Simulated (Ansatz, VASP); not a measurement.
## C: VASP beside Ansatz

```
C
1.0
     2.47110    0.00000    0.00000
    -1.23555    2.14004    0.00000
     0.00000    0.00000    7.28335
C
4
Cartesian
  0.0000 0.0000 0.0182
  0.0000 0.0000 3.6599
  0.0000 1.4267 0.0182
  1.2356 0.7133 3.6599
```

Change from the starting cell: volume scaled by 1.015, atoms relaxed by PAW.

Alike in both runs: functional PBEsol; k mesh 10 × 10 × 4; no spin polarisation.

Ansatz relaxed the structure, and its values are those at the end. VASP's run is a single point on that final structure, the one shown.

|  | VASP | Ansatz |
| --- | --- | --- |
| version | VASP 6.6.1 | Ansatz 0.2.0 |
| potentials or method | VASP PAW PBE potentials, release 64 (C) | PAW with Ansatz's default frozen-core files, scalar-relativistic |
| plane-wave cutoff (eV) | 520 | 420 |
| occupations | gaussian, width 0.01 eV | fixed |
| valence electrons in the cell | 16 | 16 |

Ansatz gave:

- pressure (GPa): -3.8

Task: What did VASP give for the same quantities?

Result: Pressure (GPa): -3.2.

Ansatz warned: «stress_scf_threshold_loose».

Caveats: the PAW data sets were made with another functional, which shifts forces and pressure a little (VASP); this functional lacks dispersion, which binds the layers, so the pressure and a relaxed spacing across them are unreliable.
